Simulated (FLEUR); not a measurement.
# MoS2 in FLEUR: single point with PBEsol

Aim: the single point of MoS2 with PBEsol.

All numbers are computed with FLEUR MaX-R8.1 (later development tree); they aren't measurements. Logs are shortened: lines on timing, memory, paths and dates and some standing lists are left out, and cuts for length are marked.

## (1) The structure

The cell holds a slab with vacuum, 6 atoms: a = 3.185 Å, b = 3.185 Å, c = 21.671 Å, α = 90.00°, β = 90.00°, γ = 120.00°.

## (2) Single point, PBEsol

Contents of inp.xml:

```xml
<?xml version="1.0" encoding="UTF-8" standalone="no"?>
<fleurInput fleurInputVersion="0.39">
   <comment>
      MoS2                                                                                                
   </comment>
   <calculationSetup>
      <cutoffs Kmax="5.54" Gmax="17.2" GmaxXC="17.2" numbands="0"/>
      <scfLoop itmax="60" minDistance="0.00001" maxIterBroyd="15" imix="Anderson" alpha="0.05" precondParam="0.0" spinf="2.0" sdNocoIR="T"/>
      <coreElectrons ctail="T" frcor="F" kcrel="0" coretail_lmax="0"/>
      <xcFunctional name="PBEs" relativisticCorrections="F"/>
      <magnetism jspins="1"/>
      <soc l_soc="F" theta="0.0" phi="0.0" spav="F"/>
      <expertModes spex="0" secvar="F"/>
      <geometryOptimization l_f="T" forcealpha="1.0" forcemix="BFGS" epsdisp="0.0005" epsforce="0.0002"/>
      <ldaU l_linMix="F" mixParam="0.05" spinf="1.0"/>
   </calculationSetup>
   <cell>
      <bzIntegration valenceElectrons="52.0" mode="hist" fermiSmearingEnergy="0.00183747">
         <kPointListSelection listName="default-1"/>
         <!-- k-points included here -->
         <xi:include xmlns:xi="http://www.w3.org/2001/XInclude" href="kpts.xml"> </xi:include>
      </bzIntegration>
      <!-- symmetry operations included here -->
      <xi:include xmlns:xi="http://www.w3.org/2001/XInclude" href="sym.xml"> </xi:include>
      <bulkLattice scale="1.0">
         <bravaisMatrix>
            <row-1>    6.0179111842749204     0.0000000000000000     0.0000000000000000</row-1>
            <row-2>   -3.0089555921374602     5.2116639632992854     0.0000000000000000</row-2>
            <row-3>    0.0000000000000000     0.0000000000000000    40.9513755944353406</row-3>
         </bravaisMatrix>
      </bulkLattice>
   </cell>
   <atomSpecies>
      <species name="Molybdenum (Mo)" element="Mo" atomicNumber="42">
         <mtSphere radius="2.36" gridPoints="797" logIncrement="0.016"/>
[... 21 lines left out ...]
            <stateOccupation state="(3p1/2)" spinUp="0.666667" spinDown="0.666667"/>
            <stateOccupation state="(3p3/2)" spinUp="1.333333" spinDown="1.333333"/>
         </electronConfig>
         <energyParameters s="3" p="3" d="3" f="4"/>
         <lo type="SCLO" l="0" n="3" eDeriv="2"/>
         <lo type="SCLO" l="1" n="3" eDeriv="2"/>
         <lo type="SCLO" l="2" n="3" eDeriv="2"/>
         <lo type="SCLO" l="3" n="4" eDeriv="2"/>
      </species>
   </atomSpecies>
   <atomGroups>
      <atomGroup species="Molybdenum (Mo)">
         <relPos label="                   1">1.000/3.000 -1.000/3.000 -.1488397700</relPos>
         <relPos label="                   2">-1.000/3.000 1.000/3.000 .1488397700</relPos>
         <force calculate="T" relaxXYZ="TTT"/>
      </atomGroup>
      <atomGroup species="Sulfur (S)">
         <relPos label="                   3">-1.000/3.000 1.000/3.000 -.2203746100</relPos>
         <relPos label="                   6">1.000/3.000 -1.000/3.000 .2203746100</relPos>
         <force calculate="T" relaxXYZ="TTT"/>
      </atomGroup>
      <atomGroup species="Sulfur (S)">
         <relPos label="                   4">1.000/3.000 -1.000/3.000 .0772510000</relPos>
         <relPos label="                   5">-1.000/3.000 1.000/3.000 -.0772510000</relPos>
         <force calculate="T" relaxXYZ="TTT"/>
      </atomGroup>
   </atomGroups>
   <output dos="F" band="F" slice="F">
      <checks vchk="F" cdinf="F"/>
      <bandDOS minEnergy="-.5*Htr" maxEnergy="0.5*Htr" sigma="0.015" storeEVData="T"/>
      <vacuumDOS vacdos="F" integ="F" star="F" nstars="0" locx1="0.0" locy1="0.0" locx2="0.0" locy2="0.0" nstm="0" tworkf="0.0"/>
      <unfoldingBand unfoldBand="F" supercellX="1" supercellY="1" supercellZ="1"/>
      <plotting iplot="0" polar="F">
         <plot TwoD="T" vec1="  1.0  0.0  0.0" vec2="  0.0  1.0  0.0" vec3="  0.0  0.0  1.0" zero="  0.0  0.0  0.0" file="plot"/>
      </plotting>
      <chargeDensitySlicing numkpt="0" minEigenval="0.0" maxEigenval="0.0" nnne="0" pallst="F"/>
      <specialOutput eonly="F"/>
      <moessbauerParams electricFieldGradient="T" isomerShift="T" coreHyperfine="T" valenceHyperfine="T"/>
      <magneticCircularDichroism mcd="F" energyLo="-10.0" energyUp="0.0"/>
   </output>
  <!-- We include the file relax.xml here to enable relaxations (see documentation) -->
  <xi:include xmlns:xi="http://www.w3.org/2001/XInclude" href="relax.xml"> <xi:fallback/> </xi:include>
</fleurInput>
```

Contents of crystal.txt:

```
MoS2
&input cartesian=F /
3.1845414560  0.0000000000  0.0000000000
-1.5922707280  2.7578938003  0.0000000000
0.0000000000  0.0000000000  21.6705347200
1.8897261246
1.0 1.0 1.0

6
42 0.3333333333  0.6666666667  0.8511602300
42 0.6666666666  0.3333333334  0.1488397700
16 0.6666666666  0.3333333334  0.7796253900
16 0.3333333333  0.6666666667  0.0772510000
16 0.6666666666  0.3333333334  0.9227490000
16 0.3333333333  0.6666666667  0.2203746100

&kpt div1=10 div2=10 div3=2 gamma=T /
```

Potentials or basis: all-electron, FLAPW.

Command:

```console
$ inpgen -f crystal.txt -profile fastHighL
$ # inp.xml edited to the form shown
$ mpirun -n 4 fleur_MPI -pe_per_kpt 1
```

The program printed:

```text
Welcome to FLEUR        (www.flapw.de)
      MaX-Release 8.1          (www.max-centre.eu)

 ========== k-point set info ==========
 Selected k-point list: default-1
 k-point list type: mesh
 10 x 10 x 2
 Number of k points: 28

 ------------Calculation Setup---------------------------
 Number of MPI-tasks      :            4
 Number of PE/node        :            4
 Number of OMP-threads    :            1
 Using exactly            1  PE per kpt
 Using exactly            1  PE per kpt
 Using exactly            1  PE per kpt
 k-points in parallel     :            4
 pe's per k-point         :            1
 No of k-point loops      :            7
 Using exactly            1  PE per kpt
 Eigenvalue solver        :       lapack
 Number of basis functions:         3930
 Approximate size of matrices (H+S) per k-point:         0.230 GB
 --------------------------------------------------------
 Iteration:     1   Distance:      11.40703711 me/bohr^3
 Iteration:     2   Distance:       9.54218966 me/bohr^3
 Iteration:     3   Distance:       4.49050222 me/bohr^3
 Iteration:     4   Distance:       7.06913218 me/bohr^3
 Iteration:     5   Distance:       3.59116730 me/bohr^3
 Iteration:     6   Distance:       2.39542873 me/bohr^3
 Iteration:     7   Distance:       1.61351548 me/bohr^3
 Iteration:     8   Distance:       0.25886363 me/bohr^3
 Iteration:     9   Distance:       0.06522222 me/bohr^3
 Iteration:    10   Distance:       0.06443472 me/bohr^3
 Iteration:    11   Distance:       0.04237657 me/bohr^3
 Iteration:    12   Distance:       0.02376727 me/bohr^3
 Iteration:    13   Distance:       0.00596456 me/bohr^3
 Iteration:    14   Distance:       0.00245067 me/bohr^3
 Iteration:    15   Distance:       0.00097497 me/bohr^3
 Iteration:    16   Distance:       0.00080526 me/bohr^3
 Iteration:    17   Distance:       0.00042995 me/bohr^3
 Iteration:    18   Distance:       0.00022398 me/bohr^3
 Iteration:    19   Distance:       0.00014166 me/bohr^3
 Iteration:    20   Distance:       0.00003826 me/bohr^3
 Iteration:    21   Distance:       0.00000779 me/bohr^3

 Reset of history

 ********************************************************************
 Run finished successfully
 Stop message:
   Structural relaxation: new displacements generated
 ********************************************************************
```

It took 52 min on 4 MPI ranks of Arm Neoverse V2, shared host.

Results:

* Free energy: -263660.8309 eV
* Largest force: 0.125 eV/Å
* Band gap on the k mesh: 1.38 eV, indirect (least direct gap 1.89 eV)
* Valence electrons inside the program's atomic spheres: Mo 11.83; S 3.09 (radii Mo 2.36, S 1.77 bohr)

Forces on the atoms (eV/Å):
```
Mo   0.000  0.000  0.006
Mo   0.000  0.000 -0.006
S    0.000  0.000  0.125
S    0.000  0.000  0.109
S    0.000  0.000 -0.109
S    0.000  0.000 -0.125
```

Core levels (eV from the Fermi level):
```tsv
atom	levels
1 Mo	1s1/2 -19797.8, 2s1/2 -2793.4, 2p1/2 -2570.0, 2p3/2 -2463.5, 3s1/2 -472.8, 3p1/2 -387.8, 3p3/2 -370.3, 3d3/2 -219.9, 3d5/2 -216.6
2 Mo	1s1/2 -19797.8, 2s1/2 -2793.4, 2p1/2 -2570.0, 2p3/2 -2463.5, 3s1/2 -472.8, 3p1/2 -387.8, 3p3/2 -370.3, 3d3/2 -219.9, 3d5/2 -216.6
3 S	1s1/2 -2395.4, 2s1/2 -205.2, 2p1/2 -151.1, 2p3/2 -149.8
4 S	1s1/2 -2395.4, 2s1/2 -205.2, 2p1/2 -151.1, 2p3/2 -149.9
5 S	1s1/2 -2395.4, 2s1/2 -205.2, 2p1/2 -151.1, 2p3/2 -149.9
6 S	1s1/2 -2395.4, 2s1/2 -205.2, 2p1/2 -151.1, 2p3/2 -149.8
```
